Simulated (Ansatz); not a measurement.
We consider fluorite SrF₂, described by r²SCAN0 (plane waves, PAW; Ansatz, a quantum-chemistry and plane-wave program).

Run with plane-wave cutoff 520 eV, 8×8×8 k mesh, Fermi–Dirac smearing 0.01 eV, scalar-relativistic PAW data made under PBE.

Equation-of-state points:

| V (Å³/atom) | E − E_lowest (meV/atom) | P (GPa) |
|---|---|---|
| 15.184 | 10.62 | 4.44 |
| 15.583 | 2.54 | 2.07 |
| 15.989 | 0.00 | -0.03 |
| 16.382 | 2.25 | -1.79 |
| 16.782 | 8.70 | -3.35 |

Task: What bulk modulus B0 and pressure derivative B′ does a third-order Birch–Murnaghan fit give?

Result: V0 = 15.986 Å³/atom, B0 = 76.9 GPa, B′ = 4.5 (fit to the energies at full precision).

Measured, for comparison: bulk modulus 69 GPa (temperature not stated, not corrected to a static lattice; as tabulated in On the Morphology of Group II Metal Fluoride Nanocrystals at Finite Temperature …). Computed (rounded) less measured: bulk modulus +11 %.

The computed numbers hold no vibrational or temperature effects.

Cost on a shared machine: very roughly 13 core-minutes.
